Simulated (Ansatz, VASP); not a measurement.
**One calculation of TiNi, two programs**

```
Ti Ni
1.0
     2.97641    0.00000    0.00000
     0.00000    4.20928    0.00000
     0.00000    2.10464    2.09603
Ti Ni
1 1
Cartesian
  0.0000 0.0000 0.0000
  1.4882 2.1046 0.0000
```

Alike in both runs: functional PBEsol; k mesh 12 × 8 × 16; occupations gaussian, width 0.1 eV; no spin polarisation.

Ansatz relaxed the structure, and its values are those at the end. VASP's run is a single point on that final structure, the one shown.

```csv
,VASP,Ansatz
version,VASP 6.6.1,Ansatz 0.2.0
potentials or method,"VASP PAW PBE potentials, release 64 (Ti_sv, Ni)","scalar-relativistic, plane waves, PAW"
plane-wave cutoff (eV),520,420
valence electrons in the cell,22,30
```

Ansatz gave:

- gap on the k mesh at the Fermi level (eV): none
- pressure (GPa): -0.4

Question: Which values does VASP return?

Answer: gap on the k mesh at the Fermi level (eV): none; pressure (GPa): -0.6.

A gap of «none» marks a metal or a gap that the smearing closes. The two sets of potentials don't hold the same shells in valence.

Caveats: the PAW data sets were made with another functional, which shifts forces and pressure a little (VASP). Spin polarisation is off, so any magnetic state and its effect on volume and gap are missing.
